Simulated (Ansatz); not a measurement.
# As (Cmce) in Ansatz: a series of runs

The runs below take As through density of states, phonons, with PBE.

Everything below comes from runs of Ansatz 0.2.0. Logs are shortened: lines on timing, memory, paths and dates and some standing lists are left out, and cuts for length are marked.

## Step 1: Starting point

Symmetry: Cmce, No. 64, orthorhombic system. The conventional cell has a = 3.650 Å, b = 11.000 Å, c = 4.470 Å, α = 90.00°, β = 90.00°, γ = 90.00°. As (site symmetry m) has 3 As at 2.48 to 2.49 Å as nearest neighbours.

This isn't the form of As at room conditions, which is rhombohedral.

## Step 2: Density of states, PBE

input.yaml

```yaml
crystal:
  lattice:
    - [1.825, -5.5, 0.0]
    - [1.825, 5.5, 0.0]
    - [0.0, 0.0, 4.47]
  atoms:
    - { symbol: As, position: [0.39, 0.61, 0.56] }
    - { symbol: As, position: [0.89, 0.11, 0.94] }
    - { symbol: As, position: [0.61, 0.39, 0.44] }
    - { symbol: As, position: [0.11, 0.89, 0.06] }
hamiltonian:
  xc: pbe
  pseudopotentials: { kind: paw }
kpoints:
  mp_grid: { grid: [8, 8, 6] }
scf:
  occupations: { method: fermi_dirac, width: 0.05 }
  n_extra_bands: 10
output:
  forces: true
  stress: true
  eigenvalues: true
  dos: { projected: false, de: 0.05, nscf_kmesh: { grid: [12, 12, 9] } }
```

Potentials or basis: Ansatz PAW.

Command:

```console
ansatz run input.yaml --threads 2 --pin off --max-ram 5632MiB --backend cpu --events-out ev --progress --plain --runs-dir out
```

The log of the run:

```text
Warning: RAYON_NUM_THREADS=2 ignored (pool sized by the plan → 2); use --threads N
scf.n_extra_bands = 10 over 30 filled bands (N_el = 60.0): the run solves 40 bands
Engine: ansatz 0.2.0, x86_64-unknown-linux-gnu
Pseudopotentials: kind: paw
Pseudopotential: As, paw, valence charge 15, recommended cutoff 420 eV (normal), As.paw.azcp
Functional definition: PBE
  parameter kappa = 0.804
  parameter beta = 0.06672455060314922
  exchange = pbe_x(kappa = kappa, mu = beta*pi^2/3)
  correlation = pbe_c(beta = beta)
Crystal: 4 atoms, lattice volume = 89.735 Å³
Basis set: ecut = 420 eV, 1767 PW (Γ), exchange–correlation on 80×80×60 points (8 copies of the dense FFT grid, shifted against one another)
Bands: 40, of which v1, the nominal top of the filled ones, is band 30 counted from 1 (29 counted from 0)
Symmetry: 8 space group operations
Space group: Cmce (ITA 64), of the structure as read, at distance tolerance 4.5e-5 Å
k-points: 84 of 384
Non-local potential: As, projectors of the file, l = 0: 2, l = 1: 2, l = 2: 3, l = 3: 1
PAW form: soft (Blöchl's): semilocal exchange-correlation on the pseudo side does not see the compensation charge
PAW one-centre angular grid: As, 590 points (default); XC on 64 Gauss nodes
Initial density: superposition of atomic densities (neutral atoms: chi_scale 0, normalization atom), corrected by the library's trained network
Initial wavefunctions: pseudopotential atomic-orbital guess
Functional: x = pbe(κ = 0.804, μ = 0.2195149727645171), c = pbe(β = 0.06672455060314922)
SCF iter   1: F=—  HF=-19424.420749 eV  |F-HF|=—  |Δ(HF+E_count)|=         —  Δρ=1.48e-3  dr2=2.54e-3  ethr=1.77e-3  ⟨swp⟩=6.0  Hψ=13389  notcnv=0  defer=22
preconditioner: auto → Kerker (q_TF=auto, 2.551 Å⁻¹)  [metal: Δε(μ)=0.079 eV  Ē_g=11.148 eV  σ=0.050 eV  W_gap=0.38  n_scr=26 (ndim 8)  ℏωp=17.5 eV  f_vac=0.000  D(μ)=0.31/eV (n_scr^D=0)]
SCF iter   2: F=—  HF=-19424.420376 eV  |F-HF|=—  |Δ(HF+E_count)|=   3.73e-4  Δρ=1.00e-3  dr2=1.38e-3  ethr=4.23e-6  ⟨swp⟩=2.0  Hψ=5811  notcnv=0  defer=79
SCF iter   3: F=—  HF=-19424.420435 eV  |F-HF|=—  |Δ(HF+E_count)|=   5.85e-5  Δρ=4.71e-4  dr2=5.05e-4  ethr=2.30e-6  ⟨swp⟩=2.7  Hψ=5698  notcnv=0  defer=79
SCF iter   4: F=—  HF=-19424.420387 eV  |F-HF|=—  |Δ(HF+E_count)|=   4.77e-5  Δρ=2.33e-4  dr2=5.13e-5  ethr=8.42e-7  ⟨swp⟩=2.0  Hψ=3609  notcnv=0  defer=79
SCF iter   5: F=—  HF=-19424.420390 eV  |F-HF|=—  |Δ(HF+E_count)|=   2.36e-6  Δρ=5.82e-5  dr2=6.54e-6  ethr=8.56e-8  ⟨swp⟩=2.0  Hψ=5590  notcnv=0  defer=79
SCF iter   6: F=—  HF=-19424.420383 eV  |F-HF|=—  |Δ(HF+E_count)|=   6.70e-6  Δρ=2.82e-5  dr2=1.14e-6  ethr=1.09e-8  ⟨swp⟩=2.0  Hψ=5590  notcnv=0  defer=79
SCF iter   7: F=-19424.420382 eV  HF=-19424.420382 eV  |F-HF|=7.20e-8  |Δ(HF+E_count)|=   5.73e-7  Δρ=6.65e-6  dr2=6.07e-8  ethr=1.67e-10  ⟨swp⟩=6.9  Hψ=15771  notcnv=0
SCF 1 converged in 7 iterations: F = -19424.420382 eV  dr2 = 6.07e-8
NSCF: frozen V_eff on 215 k-points
SCF converged after 7 iterations
Free energy (F): -19424.420382 eV
Harris-Foulkes:  -19424.420382 eV  (|F-HF|=7.20e-8)
Internal energy: -19424.417808 eV  (E = F + TS)
E sigma→0 (E₀):  -19424.419095 eV
Entropy (-TS):   -0.002575 eV (-0.644 meV/atom)
Fermi energy:    9.886247 eV
--- Per-component energies (eV) ---
  E_band       = -968.737794
  E_kinetic    = 410.610898
  E_local      = -7005.714991  (includes V_loc(G=0)·N_el)
  E_nonlocal   = -2682.700987
  E_hartree    = 3847.134000
  E_xc         = -317.014023
  E_vxc        = -316.948289  (∫ρ·V_xc dr)
  E_paw        = -7338.523893  (= ΣΔE_a)
  E_vpaw       = 931.733884  (= ΣTr[D̂ρ^β])
  E_aug_tail   = 0.000029  (compensation charges beyond the density's cutoff)
  E_ewald      = -6338.208841
  E_smearing   = -0.002575  (= −TS)
  E_closure    = 0.000000  (closes the sum)
  Σ components = -19424.420382   (vs F -19424.420382, Δ=0.00e0)
--- Forces (eV/Å), atoms counted from 1 ---
  atom   1  As    -0.00000000     0.12049902     0.04512709
  atom   2  As    -0.00000000     0.12049902    -0.04512709
  atom   3  As     0.00000000    -0.12049902    -0.04512709
  atom   4  As     0.00000000    -0.12049902     0.04512709
  max |Σ_I F_I| component: 6.94e-18 eV/Å
--- Stress (GPa, compression-positive) ---
        3.947252      -0.000000      -0.000000
       -0.000000       2.830567      -0.000000
       -0.000000      -0.000000       2.233948
  P = ⅓ Tr σ = 3.0039 GPa (30.039 kbar)
--- Band table (eV; the first three rows and the last of 84) ---
  k-point 0: bands = ["-26.1643", "-26.1612", "-26.1435", "-26.1194", "-26.1122", "-26.0813", "-26.0799", "-26.0776", "-26.0650", "-26.0528", "-26.0446", "-26.0437", "-26.0328", "-26.0277", "-26.0214", "-26.0157", "-25.9979", "-25.9881", "-25.9861", "-25.9733", "-4.8883", "-2.1159", "0.5019", "3.8431", "3.8543", "5.5822", "6.8729", "7.6547", "8.0311", "8.8292", "11.8670", "11.9568", "12.4230", "13.2873", "14.7228", "15.2591", "16.9728", "17.1123", "18.2944", "18.4084"]
  k-point 1: bands = ["-26.1627", "-26.1598", "-26.1412", "-26.1199", "-26.1117", "-26.0878", "-26.0792", "-26.0751", "-26.0679", "-26.0498", "-26.0477", "-26.0387", "-26.0339", "-26.0268", "-26.0201", "-26.0146", "-25.9984", "-25.9893", "-25.9876", "-25.9758", "-4.7265", "-2.2393", "0.2989", "3.0935", "4.1523", "6.1837", "7.0232", "8.0972", "8.1482", "8.3360", "12.0106", "12.0563", "12.5705", "12.7445", "14.0004", "15.0993", "16.5255", "17.4185", "17.9853", "19.1134"]
  k-point 2: bands = ["-26.1591", "-26.1573", "-26.1352", "-26.1221", "-26.1101", "-26.0985", "-26.0776", "-26.0724", "-26.0697", "-26.0545", "-26.0449", "-26.0369", "-26.0314", "-26.0266", "-26.0162", "-26.0117", "-25.9985", "-25.9917", "-25.9908", "-25.9829", "-4.2570", "-2.7545", "0.3037", "1.9298", "4.7048", "6.6189", "7.4309", "7.8502", "8.1617", "9.5889", "10.9035", "11.8302", "11.9872", "12.7942", "13.7648", "15.2992", "16.4115", "18.1687", "18.4784", "19.5145"]
  k-point 83: bands = ["-26.1567", "-26.1567", "-26.1281", "-26.1281", "-26.1062", "-26.1062", "-26.0768", "-26.0768", "-26.0621", "-26.0621", "-26.0394", "-26.0394", "-26.0274", "-26.0274", "-26.0115", "-26.0115", "-25.9934", "-25.9934", "-25.9926", "-25.9926", "-3.3756", "-3.3756", "0.1209", "0.1209", "7.8037", "7.8037", "7.9934", "7.9934", "8.8059", "8.8059", "11.3812", "11.3812", "11.6678", "11.6678", "12.4932", "12.4932", "17.5759", "17.5759", "18.4415", "18.4415"]
```

Wall time 9.6 s (2 threads of Intel Xeon Platinum 8488C (Sapphire Rapids), shared host); peak memory 0.65 GiB.

Results:

| Item | Value |
| --- | --- |
| Free energy | -19424.4204 eV |
| Pressure | 3.0 GPa |
| Largest force | 0.129 eV/Å |
| Band gap on the k mesh | 0.08 eV, indirect (least direct gap 0.15 eV) |

Forces on the atoms (eV/Å):
```
As   0.000  0.120  0.045
As   0.000  0.120 -0.045
As   0.000 -0.120 -0.045
As   0.000 -0.120  0.045
```

States per cell in windows of 0.5 eV (zero at the valence-band top; states under -8 eV left out):
```tsv
from (eV)	total
-8.0	0.25
-7.5	0.20
-7.0	0.16
-6.5	0.05
-6.0	0.23
-5.5	0.92
-5.0	0.89
-4.5	1.29
-4.0	1.13
-3.5	1.14
-3.0	1.31
-2.5	1.35
-2.0	1.60
-1.5	1.16
-1.0	0.65
-0.5	0.31
0.0	0.14
0.5	0.56
1.0	0.95
1.5	1.23
2.0	1.62
2.5	1.52
3.0	1.45
3.5	1.29
4.0	1.27
4.5	0.91
5.0	0.63
5.5	0.38
6.0	0.74
6.5	1.28
7.0	1.25
7.5	1.12
```

## Step 3: Phonons, PBE

Changes to input.yaml since step 2:

```diff
@@ -17,7 +17,3 @@
   occupations: { method: fermi_dirac, width: 0.05 }
-  n_extra_bands: 10
-output:
-  forces: true
-  stress: true
-  eigenvalues: true
-  dos: { projected: false, de: 0.05, nscf_kmesh: { grid: [12, 12, 9] } }
+phonons:
+  method: dfpt
```

Potentials or basis: Ansatz PAW.

Command:

```console
ansatz run input.yaml --threads 2 --pin off --max-ram 5632MiB --backend cpu --events-out ev --progress --plain --runs-dir out
```

The log of the run:

```text
Warning: RAYON_NUM_THREADS=2 ignored (pool sized by the plan → 2); use --threads N
zone centre: on kpoints.mp_grid the ground state, and the responses unless they are solved on pairs of k-points, stand on 114 of the mesh's 384 k-points, reduced under 2 symmetry operations, with k and −k counted as one. Each operation leaves every solved displacement unchanged or reverses it
[... 8 set-up lines as earlier in the session ...]
Crystal: 4 atoms, lattice volume = 89.735 Å³
Basis set: ecut = 420 eV, 1767 PW (Γ), exchange–correlation on 80×80×60 points (8 copies of the dense FFT grid, shifted against one another)
Bands: 36, of which v1, the nominal top of the filled ones, is band 30 counted from 1 (29 counted from 0)
[... 1 set-up line as earlier in the session ...]
k-points: 114 of 384 (irreducible under 2 space group operations, time reversal used)
[... 6 set-up lines as earlier in the session ...]
SCF iter   1: F=—  HF=-19424.420834 eV  |F-HF|=—  |Δ(HF+E_count)|=         —  Δρ=1.49e-3  dr2=2.60e-3  ethr=1.77e-3  ⟨swp⟩=6.2  Hψ=15905  notcnv=0  defer=1
preconditioner: auto → Kerker (q_TF=auto, 2.551 Å⁻¹)  [metal: Δε(μ)=0.079 eV  Ē_g=9.189 eV  σ=0.050 eV  W_gap=0.38  n_scr=26 (ndim 8)  ℏωp=17.5 eV  f_vac=0.000  D(μ)=0.31/eV (n_scr^D=0)]
SCF iter   2: F=—  HF=-19424.420370 eV  |F-HF|=—  |Δ(HF+E_count)|=   4.64e-4  Δρ=9.99e-4  dr2=1.37e-3  ethr=4.33e-6  ⟨swp⟩=2.0  Hψ=7366  notcnv=0  defer=1
SCF iter   3: F=—  HF=-19424.420453 eV  |F-HF|=—  |Δ(HF+E_count)|=   8.30e-5  Δρ=4.32e-4  dr2=4.49e-4  ethr=2.29e-6  ⟨swp⟩=2.9  Hψ=7528  notcnv=0  defer=1
SCF iter   4: F=—  HF=-19424.420391 eV  |F-HF|=—  |Δ(HF+E_count)|=   6.24e-5  Δρ=2.34e-4  dr2=5.28e-5  ethr=7.48e-7  ⟨swp⟩=2.0  Hψ=4756  notcnv=0  defer=1
SCF iter   5: F=—  HF=-19424.420392 eV  |F-HF|=—  |Δ(HF+E_count)|=   1.26e-6  Δρ=6.56e-5  dr2=6.59e-6  ethr=8.80e-8  ⟨swp⟩=2.0  Hψ=7399  notcnv=0  defer=1
SCF iter   6: F=—  HF=-19424.420383 eV  |F-HF|=—  |Δ(HF+E_count)|=   9.06e-6  Δρ=3.12e-5  dr2=1.27e-6  ethr=1.10e-8  ⟨swp⟩=2.0  Hψ=7399  notcnv=0  defer=1
SCF iter   7: F=—  HF=-19424.420382 eV  |F-HF|=—  |Δ(HF+E_count)|=   9.91e-7  Δρ=7.55e-6  dr2=7.11e-8  ethr=2.12e-9  ⟨swp⟩=2.0  Hψ=7399  notcnv=0  defer=1
SCF iter   8: F=—  HF=-19424.420382 eV  |F-HF|=—  |Δ(HF+E_count)|=   4.84e-8  Δρ=1.51e-6  dr2=3.59e-9  ethr=1.19e-10  ⟨swp⟩=2.0  Hψ=7400  notcnv=0  defer=1
SCF iter   9: F=—  HF=-19424.420382 eV  |F-HF|=—  |Δ(HF+E_count)|=  6.29e-10  Δρ=5.70e-7  dr2=1.99e-10  ethr=5.99e-12  ⟨swp⟩=2.0  Hψ=7407  notcnv=0  defer=1
SCF iter  10: F=-19424.420382 eV  HF=-19424.420382 eV  |F-HF|=1.46e-11  |Δ(HF+E_count)|=  1.09e-10  Δρ=8.03e-8  dr2=5.66e-12  ethr=1.00e-12  ⟨swp⟩=6.3  Hψ=21202  notcnv=0
SCF 1 converged in 10 iterations: F = -19424.420382 eV  dr2 = 5.66e-12
DFPT response loops at Γ: preconditioner auto → Kerker (q_TF=auto, 2.551 Å⁻¹) (partly filled bands, converged f_vac=0.000); β = 1.00, the filter's whole step (`scf.mixing.beta` (0.50) is not read by the response loops under this deck's `scf.mixing.preconditioner`; to damp them name `kerker` or `kerker_dos`, under which they read `scf.mixing.beta`, and type it under 1.00, their step now; both keys bind the ground state too); Broyden in place of MSR1
SCF converged after 10 iterations
Free energy (F): -19424.420382 eV
Harris-Foulkes:  -19424.420382 eV  (|F-HF|=1.46e-11)
Internal energy: -19424.417808 eV  (E = F + TS)
E sigma→0 (E₀):  -19424.419095 eV
Entropy (-TS):   -0.002574 eV (-0.644 meV/atom)
Fermi energy:    9.886202 eV
--- Per-component energies (eV) ---
  E_band       = -968.755772
  E_kinetic    = 410.610882
  E_local      = -7005.720393  (includes V_loc(G=0)·N_el)
  E_nonlocal   = -2682.709598
  E_hartree    = 3847.139367
  E_xc         = -317.014225
  E_vxc        = -316.948470  (∫ρ·V_xc dr)
  E_paw        = -7338.515028  (= ΣΔE_a)
  E_vpaw       = 931.733159  (= ΣTr[D̂ρ^β])
  E_aug_tail   = 0.000029  (compensation charges beyond the density's cutoff)
  E_ewald      = -6338.208841
  E_smearing   = -0.002574  (= −TS)
  E_closure    = 0.000000  (closes the sum)
  Σ components = -19424.420382   (vs F -19424.420382, Δ=0.00e0)
--- Band table (eV; the first three rows and the last of 114) ---
  k-point 0: bands = ["-26.1647", "-26.1616", "-26.1439", "-26.1198", "-26.1127", "-26.0817", "-26.0803", "-26.0780", "-26.0655", "-26.0532", "-26.0450", "-26.0441", "-26.0332", "-26.0281", "-26.0218", "-26.0161", "-25.9983", "-25.9886", "-25.9865", "-25.9737", "-4.8883", "-2.1160", "0.5019", "3.8430", "3.8543", "5.5822", "6.8728", "7.6546", "8.0311", "8.8291", "11.8669", "11.9567", "12.4229", "13.2873", "14.7228", "15.2590"]
  k-point 1: bands = ["-26.1631", "-26.1602", "-26.1417", "-26.1203", "-26.1121", "-26.0882", "-26.0797", "-26.0755", "-26.0684", "-26.0502", "-26.0481", "-26.0391", "-26.0344", "-26.0272", "-26.0205", "-26.0151", "-25.9989", "-25.9898", "-25.9881", "-25.9762", "-4.7265", "-2.2393", "0.2989", "3.0934", "4.1523", "6.1837", "7.0232", "8.0971", "8.1481", "8.3360", "12.0106", "12.0563", "12.5704", "12.7445", "14.0004", "15.0993"]
  k-point 2: bands = ["-26.1596", "-26.1577", "-26.1356", "-26.1225", "-26.1105", "-26.0990", "-26.0780", "-26.0728", "-26.0701", "-26.0549", "-26.0453", "-26.0373", "-26.0318", "-26.0270", "-26.0166", "-26.0121", "-25.9989", "-25.9921", "-25.9912", "-25.9833", "-4.2570", "-2.7546", "0.3037", "1.9297", "4.7047", "6.6188", "7.4309", "7.8501", "8.1616", "9.5889", "10.9034", "11.8302", "11.9871", "12.7941", "13.7647", "15.2992"]
  k-point 113: bands = ["-26.1571", "-26.1571", "-26.1285", "-26.1285", "-26.1066", "-26.1066", "-26.0772", "-26.0772", "-26.0625", "-26.0625", "-26.0398", "-26.0398", "-26.0278", "-26.0278", "-26.0119", "-26.0119", "-25.9938", "-25.9938", "-25.9930", "-25.9930", "-3.3756", "-3.3756", "0.1208", "0.1208", "7.8037", "7.8037", "7.9934", "7.9934", "8.8059", "8.8059", "11.3811", "11.3811", "11.6678", "11.6678", "12.4931", "12.4931"]
--- Phonons (Γ-DFPT): 3 representative perturbations + reference, on 114 of 384 k-points (Σ response iterations 9) ---
  k mesh reduced under 2 symmetry operations, with k and −k counted as one. Each operation leaves every solved displacement unchanged or reverses it
  ASR residual: 5.609e-5 → 0.000e0 eV/Å²; symmetrization residual: 2.812e-6 eV/Å²
  ASR residual per site (eV/Å²): 5.61e-5 5.61e-5 5.61e-5 5.61e-5
  Γ frequencies (cm⁻¹): -31.59 0.00 0.00 0.00 89.98 108.30 214.57 218.50 218.75 236.58 244.11 258.64
  non-analytic LO–TO correction: not included (Born effective charges unavailable; polar crystals: no LO–TO splitting at Γ)
```

second_order_force_constants.tsv:

```text
# format = ansatz-second-order-force-constants/2
# a1_ang = 1.825e0 -5.5e0 0e0
# a2_ang = 1.825e0 5.5e0 0e0
[... 37 lines left out ...]
1	1	0	0	0	1	7.0248618701350996e0	2.228912740138023e-18	-9.138097409270928e-16	2.228912740138023e-18	7.158271768138151e0	-4.0152522344472544e-2	-9.138097409270928e-16	-4.015252234447253e-2	9.436870964773634e0
[... 8 lines left out ...]
3	2	0	0	0	2	-5.909470946285027e0	2.7535511408950586e-17	7.603014004272518e-16	-2.7535511408887773e-17	-3.8055544312510403e-1	4.960356756826605e-1	7.6030140042725e-16	-4.9603567568266044e-1	-7.786901468328454e0
3	3	0	0	0	3	7.0248618701350996e0	2.2289127401408827e-18	-9.138097409270896e-16	2.2289127401408827e-18	7.158271768138151e0	-4.015252234447264e-2	-9.138097409270896e-16	-4.0152522344472585e-2	9.436870964773634e0
```

Run time: 49 s. Hardware: 2 threads of Intel Xeon Platinum 8488C (Sapphire Rapids), shared host; peak memory 1.4 GiB.

What came out:

```yaml
Free_energy: -19424.4204 eV
Band_gap_on_the_k_mesh: 0.08 eV, indirect (least direct gap 0.15 eV)
Highest_phonon_frequency_at_Γ: 259 cm⁻¹
Most_unstable_mode: 32i cm⁻¹
```

Phonon frequencies in cm⁻¹ (negative: imaginary):
```csv
q point,frequencies
"(0.000, 0.000, 0.000)",-32 0 0 0 90 108 215 218 219 237 244 259
```

Caveat: some modes are imaginary. A k mesh can miss the band edges.
